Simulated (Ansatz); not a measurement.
# Ni (Fm-3m) in Ansatz: a series of runs, part 2 of 2

Ansatz 0.2.0. Earlier steps stand in the parts before.

### Step 4. Phonons, LDA, collinear spin, ferromagnetic start

input.yaml

```yaml
crystal:
  lattice:
    - [0.0, 1.737572933, 1.737572933]
    - [1.737572933, 0.0, 1.737572933]
    - [1.737572933, 1.737572933, 0.0]
  atoms:
    - { symbol: Ni, position: [0.0, 0.0, 0.0], spin: 1.0 }
hamiltonian:
  xc: lda
  pseudopotentials: { kind: paw }
magnetization:
  spin_polarized: true
kpoints:
  mp_grid: { grid: [10, 10, 10] }
scf:
  occupations: { method: fermi_dirac, width: 0.05 }
phonons:
  method: dfpt
  qmesh: [2, 2, 2]
  temperatures: { t_max: 1000, t_step: 100 }
  qpath:
    path:
      - [[0.0, 0.0, 0.0], [0.5, 0.0, 0.5], [0.5, 0.25, 0.75], [0.375, 0.375, 0.75], [0.0, 0.0, 0.0], [0.5, 0.5, 0.5], [0.625, 0.25, 0.625], [0.5, 0.25, 0.75], [0.5, 0.5, 0.5], [0.375, 0.375, 0.75]]
      - [[0.625, 0.25, 0.625], [0.5, 0.0, 0.5]]
    npoints: 8
```

Potentials or basis: Ansatz PAW.

Launch:

```sh
$ ansatz run input.yaml --threads 2 --pin off --max-ram 5632MiB --backend cpu --events-out ev --progress --plain --runs-dir out
```

Output:

```text
Warning: RAYON_NUM_THREADS=2 ignored (pool sized by the plan → 2); use --threads N
Engine: ansatz 0.2.0, aarch64-unknown-linux-gnu
Pseudopotentials: kind: paw
Pseudopotential: Ni, paw, valence charge 18, recommended cutoff 420 eV (normal), Ni.paw.azcp
Functional definition: SPW92
  exchange = slater_x
  correlation = pw_c
Crystal: 1 atoms, lattice volume = 10.492 Å³
Basis set: ecut = 420 eV, 181 PW (Γ), exchange–correlation on 36×36×36 points (8 copies of the dense FFT grid, shifted against one another)
Bands: 14, of which v1, the nominal top of the filled ones, is band 9 counted from 1 (8 counted from 0)
Symmetry: 48 space group operations
[... 61 lines left out ...]
  k-point 2 ↑: bands = ["-84.3457", "-45.1089", "-45.0325", "-45.0325", "10.7020", "15.6943", "16.2324", "16.2324", "17.2126", "17.2126", "35.7847", "43.0017", "44.7043", "44.7043"]
  k-point 46 ↓: bands = ["-83.4307", "-44.3700", "-44.3231", "-44.2723", "14.8969", "15.4852", "16.4626", "17.9310", "18.9633", "25.1964", "28.2437", "28.8688", "30.4166", "46.4976"]
--- Phonons (Γ-DFPT): 1 representative perturbation + reference (Σ response iterations 3) ---
  ASR residual: 4.744e-4 → 0.000e0 eV/Å²; symmetrization residual: 3.790e-12 eV/Å²
  ASR residual per site (eV/Å²): 4.74e-4
  Γ frequencies (cm⁻¹): 0.00 0.00 0.00
--- Phonons (arbitrary-q DFPT): 3 irreducible q on the 2×2×2 mesh ---
  q = [0.0000, 0.0000, 0.0000] (star 1, of the zone-centre solve; hermiticity 3.93e-10, symmetrization 7.99e-9): -0.00 -0.00 0.00
  q = [0.0000, 0.0000, -0.5000] (star 4, 1 solved perturbation on 282 of 1000 k-point pairs; hermiticity 1.70e-13, symmetrization 6.16e-13): 148.91 148.91 292.57
  q = [0.0000, -0.5000, -0.5000] (star 3, 2 solved perturbations in 273 linear systems a pass and spin channel, the states on 171 of 1000 k-point pairs; hermiticity 3.77e-14, symmetrization 4.51e-13): 211.21 211.21 278.94
  sum rule: each row above includes the acoustic sum rule's correction from the zone centre's row sums; it moved no ω² by more than (1.48 cm⁻¹)²
  mesh force constants: q→R imaginary residual 0.00e0; ASR residual 4.744e-4 → 0.000e0 eV/Å²; symmetrization residual 1.243e-14 eV/Å²
  interpolated dispersion: 82 rows × 3 modes
  density of states and harmonic sums: on the 30×30×30 q-mesh, interpolated from the force constants of a 2×2×2 supercell (no non-analytic term)
  largest difference from the sums on the solved wave vectors: F 5.74e-2 eV, S 8.97e-5 and C_V 3.23e-5 eV/K
  zero-point energy: 0.037079 eV/cell   skipped modes (ω ≤ 0): 3   left out of the sums: 3.70e-5 of the cell's modes: C_V's classical limit lies that fraction below 3 k_B per atom; for a crystal, a wire or a layer, F and S can be off by more, and a phonons.interpolated_qmesh denser along its periods is the remedy for the sampling
```

phdos.tsv:

```text
# omega_inv_cm	omega_thz	g_bin_mean(omega)[modes/inv_cm]
# format = ansatz-phdos/2
# interpolated_qmesh = 30 30 30
# force_constants_supercell = 2 2 2
# lo_to_splitting: not included (the non-analytic LO-TO correction is not applied to the interpolated dynamical matrix; polar crystals: no LO-TO splitting at GAMMA, and LO and other optical branches, acoustic branches and sound speeds, and with them the density of states and the thermodynamics, can be off between the wave vectors that the force constants were sampled on, most near GAMMA; a larger extent of the force constants narrows that region and is not shown to mend the acoustic slopes)
# g_bin_mean(omega): the modes in a bin one row spacing wide, centred on omega, divided by that spacing. A flat band (one whose frequency is the same at every q-point) is counted whole in the row whose bin holds it (on the edge of two bins, in the lower row). The modes of the run's own cell are the sum of g_bin_mean times the row spacing in inv_cm (a plain sum, not the trapezoid rule); for a one-atom cell on a GAMMA-only q-mesh every row is zero, so that sum is 0, not 3
0.000000	0.000000	2.547358e-9
0.585137	0.017542	6.623132e-8
1.170275	0.035084	2.496411e-7
1.755412	0.052626	5.553241e-7
2.340549	0.070168	9.832803e-7
2.925687	0.087710	1.533510e-6
[... 493 lines left out ...]
291.983517	8.753446	1.155971e-3
292.568654	8.770988	5.022439e-5
```

Run time: 11 s. Hardware: 2 threads of Arm Neoverse V2, shared host; peak memory 0.53 GiB.

Results:

| Property | Result |
| --- | --- |
| Free energy | -5773.3686 eV |
| Band gap on the k mesh | none (metal or under the smearing width) |
| Net moment | 0.70 μB per cell |
| Absolute moment | 0.76 μB per cell |
| Site moments | Ni +0.72 μB |
| Highest phonon frequency | 293 cm⁻¹ |

Levels at points of the mesh, in eV from the Fermi level:
Spin up:
| k point | band 7 | band 8 | band 9 | band 10 | band 11 | band 12 |
| --- | --- | --- | --- | --- | --- | --- |
| (0.00, 0.00, 0.00) | -2.56 | -2.56 | -1.33 | -1.33 | 23.84 | 27.97 |
| (0.00, 0.00, -0.50) | -2.56 | -0.60 | -0.60 | -0.45 | 5.84 | 22.39 |
| (0.00, -0.50, -0.50) | -0.57 | -0.45 | -0.45 | 2.35 | 9.46 | 14.99 |
Spin down:
```csv
k point,band 7,band 8,band 9,band 10,band 11,band 12
"(0.00, 0.00, 0.00)",-1.82,-1.82,-0.65,-0.65,23.83,28.03
"(0.00, 0.00, -0.50)",-1.90,-0.41,0.18,0.18,6.30,22.37
"(0.00, -0.50, -0.50)",0.15,0.40,0.40,2.41,9.81,15.08
```

Phonon frequencies in cm⁻¹ (negative: imaginary):
```tsv
q point	frequencies
(0.000, 0.000, 0.000)	0 0 0
(0.000, 0.000, -0.500)	149 149 293
(0.000, -0.500, -0.500)	211 211 279
```

Caveat: the q mesh is small, so phonon branches between its points and thermal values are rough; the PAW data sets come from PBE, with cores solved anew for the run's functional, which leaves a small shift of forces and pressure.

### Step 5. Summary

```tsv
task	level	q mesh	points for each segment of the path	atoms under strain	gap on the mesh (eV)	moment (μB)
phonons	PBEsol	2 × 2 × 2	8	-	none	0.72
elastic constants	PBEsol	-	-	relaxed	none	0.72
phonons	LDA	2 × 2 × 2	8	-	none	0.70
```

Alike in all rows: potentials or basis Ansatz PAW; spin collinear, ferromagnetic start; cell as given; k mesh 10 × 10 × 10; cutoff (eV) 420; smearing fermi-dirac 0.05 eV.

Every run on the cell as given and a fine mesh finds a metal.

Caveats: the PAW data sets come from PBE, with cores solved anew for the run's functional, which leaves a small shift of forces and pressure; elastic constants of metals need much finer meshes, so these are rough (some runs).

Absolute energies hang on the potentials; compare differences alone.
